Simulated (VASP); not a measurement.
# A VASP 6.6.1 relaxation on InP

INCAR

```
ISIF = 3
ENCUT = 600
NSW = 40
SIGMA = 0.005
IBRION = 2
LCHARG = .FALSE.
ISMEAR = -5
GGA = CA
NELM = 120
NELECT = 17
LREAL = .FALSE.
LWAVE = .FALSE.
EDIFF = 1E-7
PREC = Accurate
LASPH = .TRUE.
EDIFFG = -5E-3
NBANDS = 16
```

KPOINTS

```
KPOINTS created by Atomic Simulation Environment
0
Gamma
8 8 8
0 0 0
```

POSCAR

```
In P
 1.0000000000000000
     0.0000000000000000    2.7675099392722387    2.7675099392722387
     2.7675099392722387   -0.0000000000000000    2.7675099392722387
     2.7675099392722387    2.7675099392722387    0.0000000000000000
 In  P
   1   1
Cartesian
  0.0000000000000000  0.0000000000000000 -0.0000000000000000
  2.7675099392722391  2.7675099392722391  2.7675099392722391
```

The recommended LDA PAW datasets give the neutral cell 18 valence electrons.

Command

```
mpirun -np 1 vasp_std
```

Q: How does this run end, and what does it give?

A: It converged. Results: relaxed cell vector lengths 3.233, 3.233, 3.233 Å; relaxed cell volume 23.89 Å³.

OSZICAR

```
N       E                     dE             d eps       ncg     rms          rms(c)
DAV:   1     0.103219075528E+03    0.10322E+03   -0.80656E+03   936   0.133E+03
DAV:   2    -0.841687341997E+01   -0.11164E+03   -0.10527E+03  1016   0.321E+02
DAV:   3    -0.154797872231E+02   -0.70629E+01   -0.69878E+01  1232   0.744E+01
DAV:   4    -0.156604264166E+02   -0.18064E+00   -0.18087E+00  1160   0.117E+01
DAV:   5    -0.156693547102E+02   -0.89283E-02   -0.89480E-02  1376   0.241E+00    0.463E+00
DAV:   6    -0.156899721057E+02   -0.20617E-01   -0.31804E-01  1168   0.109E+01    0.206E+00
DAV:   7    -0.156817734763E+02    0.81986E-02   -0.25654E-02  1496   0.157E+00    0.684E-01
DAV:   8    -0.156806890650E+02    0.10844E-02   -0.24429E-03  1056   0.548E-01    0.716E-02
DAV:   9    -0.156806297992E+02    0.59266E-04   -0.16686E-04  1496   0.137E-01    0.601E-02
DAV:  10    -0.156806397743E+02   -0.99751E-05   -0.38043E-06  1144   0.225E-02    0.418E-02
...
  16 F= -.20559011E+02 E0= -.20559011E+02  d E =-.483340E-03
       N       E                     dE             d eps       ncg     rms          rms(c)
DAV:   1    -0.205590344336E+02   -0.23711E-04   -0.92031E-04  1280   0.790E-01    0.591E-02
DAV:   2    -0.205589999410E+02    0.34493E-04   -0.72019E-05  1200   0.281E-01    0.160E-02
DAV:   3    -0.205589977506E+02    0.21904E-05   -0.10154E-05  1272   0.101E-01    0.127E-02
DAV:   4    -0.205589977752E+02   -0.24568E-07   -0.13969E-06  1000   0.108E-02    0.782E-03
DAV:   5    -0.205589980904E+02   -0.31518E-06   -0.97826E-08   856   0.574E-03    0.364E-03
DAV:   6    -0.205589982082E+02   -0.11779E-06   -0.39383E-08   488   0.172E-03    0.125E-03
DAV:   7    -0.205589982266E+02   -0.18400E-07   -0.11042E-08   464   0.111E-03
  17 F= -.20558998E+02 E0= -.20558998E+02  d E =-.470826E-03
```

```
ionic step  ΔE (meV/atom)  volume (Å³)  largest force (eV/Å)  pressure (GPa)  electronic steps
         1            0.0        42.39                 0.000          -50.18                15
         2         3996.1        13.31                 0.000          656.28                15
         3        -1199.0        34.91                 0.000          -51.50                14
         4        -1907.1        30.22                 0.000          -44.02                11
         5        -2122.7        20.49                 0.000           67.78                13
         6        -2411.2        25.14                 0.000          -14.15                11
         7        -2438.9        23.78                 0.000            1.43                 9
        11        -2439.0        24.02                 0.000           -1.65                 4
        12        -2439.0        24.01                 0.000           -1.60                 4
        13        -2439.0        24.01                 0.000           -1.50                 4
        14        -2439.0        23.99                 0.000           -1.32                 7
        15        -2439.1        23.96                 0.000           -0.95                 7
        16        -2439.2        23.90                 0.000           -0.17                 8
        17        -2439.2        23.89                 0.000            0.00                 7
```

The cell is charged and sits in a uniform background. The volume moved far on the plane waves of the start cell, so a restart from CONTCAR is due.

For comparison, a separate LDA relaxation on usual settings, not on those above, ends at 39.73 Å³.
